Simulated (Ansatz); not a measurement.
The system is As.

```
CELL_PARAMETERS angstrom
2.70368 0.00000 0.00000
0.00000 2.70368 0.00000
0.00000 0.00000 2.70368
ATOMIC_POSITIONS crystal
As 0.50000 0.50000 0.50000
```

This isn't the form of As at room conditions, which is rhombohedral.

A run of Ansatz 0.2.0 on this cell left the log below. Logs are shortened: lines on timing, memory, paths and dates and some standing lists are left out, and cuts for length are marked.

```text
Warning: RAYON_NUM_THREADS=2 ignored (pool sized by the plan → 2); use --threads N
Engine: ansatz 0.2.0, aarch64-unknown-linux-gnu
Pseudopotentials: kind: paw
Pseudopotential: As, paw, valence charge 15, recommended cutoff 420 eV (normal), As.paw.azcp
Functional definition: PBE
  parameter kappa = 0.804
  parameter beta = 0.06672455060314922
  exchange = pbe_x(kappa = kappa, mu = beta*pi^2/3)
  correlation = pbe_c(beta = beta)
Crystal: 1 atoms, lattice volume = 19.764 Å³
Basis set: ecut = 420 eV, 389 PW (Γ), exchange–correlation on 40×40×40 points (8 copies of the dense FFT grid, shifted against one another)
Bands: 12, of which v1, the nominal top of the filled ones, is band 8 counted from 1 (7 counted from 0)
Symmetry: 48 space group operations
Space group: Pm-3m (ITA 221), of the structure as read, at distance tolerance 2.7e-5 Å
k-points: 56 of 1000
Non-local potential: As, projectors of the file, l = 0: 2, l = 1: 2, l = 2: 3, l = 3: 1
PAW form: soft (Blöchl's): semilocal exchange-correlation on the pseudo side does not see the compensation charge
PAW one-centre angular grid: As, 590 points (default); XC on 64 Gauss nodes
Initial density: superposition of atomic densities (neutral atoms: chi_scale 0, normalization atom), corrected by the library's trained network
Initial wavefunctions: pseudopotential atomic-orbital guess
Functional: x = pbe(κ = 0.804, μ = 0.2195149727645171), c = pbe(β = 0.06672455060314922)
SCF iter   1: F=—  HF=-4856.029509 eV  |F-HF|=—  |Δ(HF+E_count)|=         —  Δρ=1.34e-3  dr2=4.38e-4  ethr=1.77e-3  ⟨swp⟩=6.0  Hψ=4030  notcnv=0
preconditioner: auto → none  [insulator: Δε(μ)=0.038 eV  Ē_g=15.086 eV  σ=0.013 eV  W_gap=0.96  n_scr=6 (ndim 8)  ℏωp=18.7 eV  f_vac=0.001  D(μ)=0.19/eV (n_scr^D=0)  ε∞_Penn≈2.5]
SCF iter   2: F=—  HF=-4856.029430 eV  |F-HF|=—  |Δ(HF+E_count)|=   7.89e-5  Δρ=6.03e-4  dr2=5.99e-5  ethr=2.92e-6  ⟨swp⟩=2.1  Hψ=1469  notcnv=0  defer=29
SCF iter   3: F=—  HF=-4856.029465 eV  |F-HF|=—  |Δ(HF+E_count)|=   3.41e-5  Δρ=1.63e-4  dr2=5.16e-6  ethr=3.99e-7  ⟨swp⟩=2.0  Hψ=1191  notcnv=0  defer=29
SCF iter   4: F=—  HF=-4856.029465 eV  |F-HF|=—  |Δ(HF+E_count)|=   4.60e-8  Δρ=4.40e-5  dr2=2.21e-7  ethr=3.44e-8  ⟨swp⟩=2.0  Hψ=1060  notcnv=0  defer=29
iter 5 did not close the SCF: its close was put off for the readings that it lacked (scf_convergence_deferred on its scf_iter line)
SCF iter   5: F=-4856.029465 eV  HF=-4856.029465 eV  |F-HF|=1.42e-8  |Δ(HF+E_count)|=   2.90e-7  Δρ=6.97e-6  dr2=8.95e-9  ethr=1.47e-9  ⟨swp⟩=2.0  Hψ=1063  notcnv=0  defer=29
SCF iter   6: F=-4856.029465 eV  HF=-4856.029465 eV  |F-HF|=2.70e-10  |Δ(HF+E_count)|=   5.52e-9  Δρ=8.47e-7  dr2=1.49e-10  ethr=5.97e-11  ⟨swp⟩=2.6  Hψ=2342  notcnv=0
SCF 1 converged in 6 iterations: F = -4856.029465 eV  dr2 = 1.49e-10
  greatest PAW one-centre occupation: 0.999 electrons in one spin orbital (limit 2), on the As atom at site 0 (counted from 0), in its partial waves of l = 2
SCF converged after 6 iterations
Free energy (F): -4856.029465 eV
Harris-Foulkes:  -4856.029465 eV  (|F-HF|=2.70e-10)
Internal energy: -4856.029446 eV  (E = F + TS)
E sigma→0 (E₀):  -4856.029455 eV
Entropy (-TS):   -0.000019 eV (-0.019 meV/atom)
Fermi energy:    11.684106 eV
--- Per-component energies (eV) ---
  E_band       = -214.850097
  E_kinetic    = 102.766878
  E_local      = -1547.822040  (includes V_loc(G=0)·N_el)
  E_nonlocal   = -670.566594
  E_hartree    = 873.823498
  E_xc         = -79.407069
  E_vxc        = -79.497256  (∫ρ·V_xc dr)
  E_paw        = -1834.805710  (= ΣΔE_a)
  E_vpaw       = 232.621283  (= ΣTr[D̂ρ^β])
  E_aug_tail   = 0.000007  (compensation charges beyond the density's cutoff)
  E_ewald      = -1700.018415
  E_smearing   = -0.000019  (= −TS)
  E_closure    = -0.000000  (closes the sum)
  Σ components = -4856.029465   (vs F -4856.029465, Δ=0.00e0)
--- Forces (eV/Å), atoms counted from 1 ---
  atom   1  As     0.00000000    -0.00000000    -0.00000000
  max |Σ_I F_I| component: 2.63e-31 eV/Å
--- Stress (GPa, compression-positive) ---
        2.297060       0.000000       0.000000
        0.000000       2.297060       0.000000
        0.000000       0.000000       2.297060
  P = ⅓ Tr σ = 2.2971 GPa (22.971 kbar)
--- Band table (eV; the first three rows and the last of 56) ---
  k-point 0: bands = ["-24.3176", "-24.3176", "-24.2145", "-24.2145", "-24.2145", "-3.2782", "15.8579", "15.8579", "15.8579", "20.2993", "20.2993", "22.2674"]
  k-point 1: bands = ["-24.3172", "-24.3088", "-24.2170", "-24.2170", "-24.2143", "-3.0940", "13.8135", "16.0199", "16.0199", "20.4677", "21.5120", "23.6113"]
  k-point 2: bands = ["-24.3161", "-24.2859", "-24.2236", "-24.2236", "-24.2137", "-2.5515", "10.7434", "16.4823", "16.4823", "20.9614", "22.3125", "27.2772"]
  k-point 55: bands = ["-24.2705", "-24.2705", "-24.2705", "-24.1716", "-24.1716", "6.7680", "9.8795", "9.8795", "9.8795", "17.6822", "17.6822", "17.6822"]
```

Question: Write the input and the command behind it.

Answer: Single point with PBE, no spin polarisation. The files as run (others can give the same):

input.yaml
```yaml
crystal:
  lattice:
    - [2.7036817444, 0.0, 0.0]
    - [0.0, 2.7036817444, 0.0]
    - [0.0, 0.0, 2.7036817444]
  atoms:
    - { symbol: As, position: [0.5, 0.5, 0.5] }
hamiltonian:
  xc: pbe
  pseudopotentials: { kind: paw }
kpoints:
  mp_grid: { grid: [10, 10, 10] }
scf:
  occupations: { method: gaussian, width: 0.013 }
output:
  forces: true
  stress: true
  eigenvalues: true
```

Potentials or basis: Ansatz PAW.
The run is started by
```console
$ ansatz run input.yaml --threads 2 --pin off --max-ram 5632MiB --backend cpu --events-out ev --progress --plain --runs-dir out
```
